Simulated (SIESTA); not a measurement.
Crystal: SiC (Moissanite 6H).

```
CELL_PARAMETERS angstrom
3.09500 0.00000 0.00000
-1.54750 2.68035 0.00000
0.00000 0.00000 15.17000
ATOMIC_POSITIONS crystal
Si 0.66667 0.33333 0.45830
Si 0.33333 0.66667 0.95830
Si 0.66667 0.33333 0.79170
Si 0.33333 0.66667 0.29170
Si 0.00000 0.00000 0.62500
Si 0.00000 0.00000 0.12500
C 0.66667 0.33333 0.33330
C 0.33333 0.66667 0.83330
C 0.66667 0.33333 0.66670
C 0.33333 0.66667 0.16670
C 0.00000 0.00000 0.50000
C 0.00000 0.00000 0.00000
```

Base run:

* Program: SIESTA 5.4.2
* Functional: PBE
* Potentials or basis: PseudoDojo 0.4 standard (PBE files)
* Basis: DZP (energy shift 0.003 Ry)
* Grid cutoff: 500 Ry
* Energy shift: 0.003 Ry
* k mesh: 10 × 10 × 2
* Occupations: fermi-dirac, width 0.05 eV
* Spin: no spin polarisation

Its results: band gap on the k mesh 2.02 eV, indirect (least direct gap 3.12 eV); pressure 3.1 GPa; largest force 0.139 eV/Å.

Q: The run is repeated on the same cell with these changes: functional from PBE to LDA; potentials or basis from PseudoDojo 0.4 standard (PBE files) to PseudoDojo 0.4 standard (LDA files). What comes out?

A: Band gap on the k mesh 1.97 eV, indirect (least direct gap 3.08 eV); pressure -5.0 GPa; largest force 0.142 eV/Å.

Caveats: the basis of atomic orbitals isn't converged, which shifts pressures, moduli and gaps.
